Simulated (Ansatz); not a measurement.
(100) slab cut from the bulk of Si, Fd-3m (No. 227); the slab's formula is Si:

```
CELL_PARAMETERS angstrom
3.86771 0.00000 0.00000
0.00000 3.86771 0.00000
0.00000 0.00000 25.93952
ATOMIC_POSITIONS crystal
Si 0.00000 0.00000 0.28913
Si 0.50000 0.00000 0.34185
Si 0.50000 0.50000 0.39457
Si 0.00000 0.50000 0.44728
Si 0.00000 0.00000 0.50000
Si 0.50000 0.00000 0.55272
Si 0.50000 0.50000 0.60543
Si 0.00000 0.50000 0.65815
Si 0.00000 0.00000 0.71087
```

All numbers below come from Ansatz 0.2.0, DFT PBE, scalar-relativistic, plane waves, PAW. Plane waves to 420 eV, a k mesh through Γ of 7×7×1 on the computed 9-atom cell and Gaussian smearing (0.05 eV); no spin polarisation. A dipole correction removes the field between periodic images along c.

Q: What forces act on the atoms?

A:
```tsv
atom	Fx (eV/Å)	Fy (eV/Å)	Fz (eV/Å)
Si1	0.000	0.000	0.096
Si2	0.000	0.000	-0.028
Si3	0.000	0.000	0.018
Si4	0.000	0.000	-0.064
Si5	0.000	0.000	0.000
Si6	0.000	0.000	0.064
Si7	0.000	0.000	-0.018
Si8	0.000	0.000	0.028
Si9	0.000	0.000	-0.096
```

Cost: 1 run of about 0.72 core-minutes, on Intel Xeon Processor @ 2.50GHz (Skylake/Cascade Lake) (shared hosts).